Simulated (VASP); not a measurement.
**Be: single point with RPBE**

The system is Be.

```
Be
1.0
     2.28530    0.00000    0.00000
    -1.14265    1.97913    0.00000
     0.00000    0.00000    3.58420
Be
2
Direct
  0.66667 0.33333 0.75000
  0.33333 0.66667 0.25000
```

```json
{"Program": "VASP 6.6.1", "Task": "single point", "Functional": "RPBE", "Potentials or basis": "VASP PAW PBE potentials, release 64 (Be)", "Cutoff": "520 eV", "k mesh": "13 × 13 × 8", "Occupations": "gaussian, width 0.02 eV", "Spin": "no spin polarisation"}
```

```yaml
Pressure: 0.2 GPa
Band_gap_on_the_k_mesh: none (metal or under the smearing width)
```

Stress tensor (GPa, compression positive):
```
 0.37  0.00  0.00
 0.00  0.37  0.00
 0.00  0.00 -0.02
```

Levels at points of the mesh, in eV from the Fermi level:
| k point | band 1 | band 2 | band 3 | band 4 | band 5 | band 6 |
| --- | --- | --- | --- | --- | --- | --- |
| (0.00, 0.00, 0.00) | -11.13 | -4.17 | 1.19 | 15.90 | 15.90 | 18.72 |
| (0.00, 0.00, 0.50) | -8.96 | -8.96 | 10.79 | 10.79 | 17.55 | 17.55 |

Wall time 14 s on 1 thread of Intel(R) Xeon(R) Platinum 8488C (Sapphire Rapids) (shared host), peak memory 0.12 GiB.

Caveat: the PAW data sets were made with another functional, which shifts forces and pressure a little.
